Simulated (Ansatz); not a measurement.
**Co: how the axes shrink under pressure**

Co, P6_3/mmc, a = 2.492 Å, c = 4.034 Å. Ansatz: PBE, PAW, 420 eV, Γ-centred 18×18×10 mesh on 2 atoms, Gaussian smearing 0.10 eV; collinear spin, largest moment 1.7 μB. Cell and atoms are relaxed at each pressure, and no other structure is tried, so the rows at high pressure may lie past a change of phase. y = 100 ln(c/c0) with c0 = 4.0337 Å, so nearly a change in per cent. The pressures are the targets, met within 0.04 GPa.

| P (GPa) | y | 100 ln(a/a0) |
| --- | --- | --- |
| -2.0 | ? | ? |
| 0.0 | 0.00 | 0.00 |
| 2.0 | -0.33 | -0.29 |
| 5.0 | -0.76 | -0.71 |
| 10.0 | -1.45 | -1.35 |
| 20.0 | -2.67 | -2.49 |
| 40.0 | -4.62 | -4.42 |

Question: Fit y = c1 P + c2 P² to the other rows, give the linear compressibility along c, and predict the missing y.

Answer: Least squares on the rows shown. y = −0.1536 P + 0.0009537 P². The linear compressibility along c is −c1/100 = 1.54 per TPa, against 1.41 along a from the same fit to the last column (its missing entry is 0.31): the crystal is about as stiff along both at low pressure. With a term in P³ added, the coefficient of P becomes -0.1599, 4 % more, which shows how far this figure hangs on the form. At P = -2.0 the fit asked for gives 0.31. The run gave 0.32, so the fit is 0.01 too low, within the rms miss on the fitted rows (0.02).

The mesh isn't the same in all rows (18×18×10, 24×24×12).